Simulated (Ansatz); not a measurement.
What strain does to RbBr (wurtzite)

RbBr in the wurtzite structure (no longer in that coordination), relaxed with r2SCAN in the plane-wave code Ansatz. Space group P6_3/mmc (No. 194), hexagonal; a = 5.890 Å, c = 6.870 Å in the conventional setting, 51.61 Å³ an atom. Rb has 5 Br at 3.40–3.44 Å; Br has 5 Rb at 3.40–3.44 Å. The cell started from the wurtzite prototype, but the relaxation took it to the higher symmetry P6_3/mmc (No. 194), so the name no longer describes it.

The axes x, y and z are those of this cell:
```
Rb Br
1.0
     5.89014    0.00000    0.00000
    -2.94507    5.10101    0.00000
     0.00000    0.00000    6.87033
Rb Br
2 2
Direct
  0.33333 0.66667 0.93750
  0.66667 0.33333 0.43750
  0.33333 0.66667 0.43750
  0.66667 0.33333 0.93750
```

Unstrained: PBE gives a direct gap of 4.064 eV at Γ. r2SCAN gives a direct gap of 4.650 eV at Γ. HSE06 gives a direct gap of 5.165 eV at Γ. Meshes: PBE 6×6×4, r2SCAN 6×6×4, HSE06 6×6×4. Strains are changes of length per length. After each strain the atoms were relaxed again with r2SCAN within the symmetry that the strain leaves, so tilts or polar shifts that break it weren't tested; points keep the names that they have in the unstrained zone. (Calculated; spin-unpolarised; the phase may be known or hypothetical.)

Changes of the least gap in eV (an overlap counts as a negative gap):
```
                                                      strain  volume change (%)  space group     PBE  r2SCAN   HSE06  energy rise, r2SCAN (meV/atom)
                                     uniaxial +0.5 % along x               +0.5         Cmcm  -0.008  -0.006  -0.009                             0.0
epitaxial +1.5 % in the xy plane, free normal strain -0.29 %               +2.7     P6_3/mmc  -0.045  -0.036  -0.048                             1.6
                            isotropic +5.0 % on every length              +15.8     P6_3/mmc  -0.211  -0.169  -0.229                            31.1
epitaxial +3.0 % in the xy plane, free normal strain -0.63 %               +5.4     P6_3/mmc  -0.087  -0.069  -0.093                             6.3
```

Uniaxial +0.5 % along x, other directions held. HSE06: the gap goes from 5.165 to 5.156 eV (-0.009 eV). Stress change with r2SCAN, compression positive: xx -0.07, yy -0.06, zz -0.02 GPa.

Epitaxial +1.5 % in the xy plane, free normal strain -0.29 %. HSE06: the gap goes from 5.165 to 5.117 eV (-0.048 eV). Stress change with r2SCAN, compression positive: xx -0.34, yy -0.34, zz -0.01 GPa.

Isotropic +5.0 % on every length. HSE06: the gap goes from 5.165 to 4.936 eV (-0.229 eV). Stress change with r2SCAN, compression positive: xx -1.00, yy -1.00, zz -1.24 GPa. For HSE06, dE_g/d ln V = -1.6 eV over this step.

Epitaxial +3.0 % in the xy plane, free normal strain -0.63 %. HSE06: the gap goes from 5.165 to 5.072 eV (-0.093 eV). Stress change with r2SCAN, compression positive: xx -0.61, yy -0.61, zz 0.00 GPa.

The runs are scalar-relativistic, without spin-orbit coupling.

For some runs the program warns that the potential is rough where the density is thin, which bears on empty states near the vacuum.
